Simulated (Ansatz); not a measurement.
# Os: the cost of one run

Method: DFT PBE, scalar-relativistic, plane waves, PAW, in Ansatz 0.2.0.

4 further runs of the same task are left out: 1 that didn't finish, 3 set aside as unsound or not needed.

**1. The starting structure**

The structure is hexagonal, space group P6_3/mmc (No. 194). The conventional cell has a = 2.753 Å, b = 2.753 Å, c = 4.351 Å, α = 90.00°, β = 90.00°, γ = 120.00°. Around Os (site symmetry -6m2) lie 12 Os at 2.69 to 2.75 Å.

Coordinates:

```
CELL_PARAMETERS angstrom
-2.75278 0.00000 0.00000
-1.37639 -2.38398 0.00000
0.00000 0.00000 13.05262
ATOMIC_POSITIONS crystal
Os 0.33333 0.33333 0.08333
Os 0.33333 0.33333 0.41667
Os 0.33333 0.33333 0.75000
Os 0.66667 0.66667 0.25000
Os 0.66667 0.66667 0.58333
Os 0.66667 0.66667 0.91667
```

It is built from the cell relaxed beforehand with the same method (14.28 Å³/atom).

**2. The undisturbed cell**

Contents of input.yaml:

```yaml
crystal:
  lattice:
    - [-2.7527783805, 0.0, 0.0]
    - [-1.3763891902, -2.3839760085, 0.0]
    - [0.0, 0.0, 13.0526246344]
  atoms:
    - { symbol: Os, position: [0.3333333333, 0.3333333333, 0.0833333333] }
    - { symbol: Os, position: [0.3333333333, 0.3333333333, 0.4166666667] }
    - { symbol: Os, position: [0.3333333333, 0.3333333333, 0.75] }
    - { symbol: Os, position: [0.6666666667, 0.6666666667, 0.25] }
    - { symbol: Os, position: [0.6666666667, 0.6666666667, 0.5833333333] }
    - { symbol: Os, position: [0.6666666667, 0.6666666667, 0.9166666667] }
basis:
  ecutwfc: 420
kpoints:
  mp_grid: { grid: [24, 24, 5] }
hamiltonian:
  xc: pbe
scf:
  occupations: { method: gaussian, width: 0.15 }
output:
  forces: true
  stress: true
  eigenvalues: true
```

Run with:

```console
ansatz run input.yaml --threads 2 --pin off --max-ram 5120MiB --backend cpu --events-out ev --progress --plain --runs-dir out
```

**Question.** How long does this run take on 2 threads of Arm Neoverse V2, shared host, and how much memory does it need?

About 18 s, with a peak of 0.79 GiB.
